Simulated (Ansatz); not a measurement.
A run of Ansatz 0.2.0 is set up as follows.

Contents of input.yaml:

```yaml
crystal:
  lattice:
    - [3.21165992, 0.0, 0.0]
    - [0.0, 3.21165992, 0.0]
    - [0.0, 0.0, 3.21165992]
  atoms:
    - { symbol: Mn, position: [0.0, 0.0, 0.0], spin: 5.5 }
    - { symbol: S, position: [0.5, 0.5, 0.5] }
hamiltonian:
  xc: pbe
  pseudopotentials: { kind: paw }
magnetization:
  spin_polarized: true
kpoints:
  mp_grid: { grid: [8, 8, 8] }
scf:
  occupations: { method: fermi_dirac, width: 0.05 }
output:
  forces: true
  stress: true
  eigenvalues: true
  write_density: true
  write_potential: true
  elf: true
  volumetric_format: npy
```

Potentials or basis: Ansatz PAW.

Command:

```console
$ ansatz run input.yaml --threads 2 --pin off --max-ram 5120MiB --backend cpu --events-out ev --progress --plain --runs-dir out
```

(1) Estimate the net moment.

(2) Predict the pressure.

(3) What does it give for the absolute moment?

(4) Predict the site moments.

Answers

(1) 4.39 μB per cell.

(2) -3.8 GPa.

(3) 4.40 μB per cell.

(4) Mn +4.12; S +0.06 μB.

Caveat: a cell with one magnetic atom can't hold antiferromagnetic order, which such compounds often take; semilocal functionals often make such compounds metallic where correlation or magnetic order opens a gap, which also shifts bond lengths.
